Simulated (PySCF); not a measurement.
# Telling isomers of C₃H₆O apart by NMR

How the numbers were obtained: B3LYP/pcJ-1 coupling constants (spin–dipole term left out of most H,H and C,H couplings), PBE0-D3(BJ)/def2-SVP geometry, shielding tensors at PBE0/pcSseg-1 (GIAO), in PySCF 2.14 (no relativistic terms, in vacuum, one averaged value for each set of equivalent atoms, single conformer).

Chemical shifts δ = σref − σ; TMS for ¹H and ¹³C, all at this level. Multiplet labels drop J under 1 Hz and among equivalent protons, and merge close values. Unscaled 3J(H,H) run several per cent high. Shifts are as computed. Against solution values, carbons near 30 ppm lie about +2 ppm off and those near 130 ppm about +5 ppm. Of 1211 compounds with measured shifts, 218 miss one by over three times the rms of a fit or turn the order of signals round; such compounds aren't used in these exercises. OH and NH positions are gas-phase values without hydrogen bonding to other molecules.

(1) Tabulate the signals of `OC1CC1`, `CCC=O` and their relative energies.

(2) What is the quickest way to tell OC1CC1 from CCC=O?

## Answers

(1) 
| SMILES | carbon types | δC | δH | E rel. (kcal/mol) |
| --- | --- | --- | --- | --- |
| OC1CC1 | 1×CH 2×CH2 | 46.8, 9.4 | 3.24 (m, 1H), 0.53 (br s, 1H), 0.52 (m, 2H), 0.43 (m, 2H) | 19.9 |
| CCC=O | 1×CH 1×CH2 1×CH3 | 204.1, 41.9, 7.0 | 9.88 (s, 1H), 2.29 (q, 2H), 1.02 (t, 3H) | 0.0 |

Energies are electronic energies at PBE0/pcSseg-1 on these geometries, without zero-point or thermal terms, each for the one conformer computed, which needn't be the lowest.

(2) Count the carbon signals: 2 against 3. The first has a three-membered-ring carbon (CH) at 46.8 ppm, the second an aldehyde carbonyl carbon (CH) at 204.1 ppm. In the proton spectra the most deshielded non-exchanging signals are 3.24 (m, 1H) and 9.88 (s, 1H).
